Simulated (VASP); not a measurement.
## Stiffness of cubic CdTe

The cell as given, ahead of any relaxation:

```yaml
crystal:
  lattice:
    - [0.00000, 3.20500, 3.20500]
    - [3.20500, 0.00000, 3.20500]
    - [3.20500, 3.20500, 0.00000]
  atoms:
    - { symbol: Te, position: [0.75000, 0.75000, 0.75000] }
    - { symbol: Cd, position: [0.00000, 0.00000, 0.00000] }
```

Constants in GPa on the cubic axes, for the cell relaxed at the run's level, with the atoms relaxed in the strained cells where symmetry lets them move; no spin polarisation, no spin-orbit coupling. Meshes are those of the run's cell of 2 atoms. Occupations: gaussian 0.02 eV (run 1). Space group F-43m.

| run | level | program and potentials | k mesh | cell | C11 | C12 | C44 |
| --- | --- | --- | --- | --- | --- | --- | --- |
| 1 | PBE | VASP, PBE PAW files Cd, Te, 600 eV | 5 × 5 × 5 | relaxed, 36.37 Å³ an atom | 46.2 | 29.6 | 18.5 |

Question: Work out the bulk, shear and Young's moduli of a random polycrystal, Poisson's ratio and the anisotropy, and test the cell's stability.

Answer: From the values as printed: B = (C11 + 2 C12)/3 = 35.1 GPa. Voigt: G_V = (C11 - C12 + 3 C44)/5 = 14.4; Reuss: G_R = 5 C44 (C11 - C12)/[4 C44 + 3 (C11 - C12)] = 12.4; Hill's mean, from the unrounded bounds, G = 13.4 GPa. Young's modulus E = 9BG/(3B + G) = 35.7 GPa, Poisson's ratio ν = (3B - 2G)/[2(3B + G)] = 0.331. Zener's ratio 2 C44/(C11 - C12) = 2.23, so the crystal is stiffest along ⟨111⟩ and softest along ⟨100⟩. C11 > |C12|, C11 + 2 C12 > 0 and C44 > 0 hold, so the cell is stable against small uniform strains, which says nothing of soft phonons. Measured bulk modulus: 42 GPa (arxiv:2306.14539); the runs are for a static lattice.
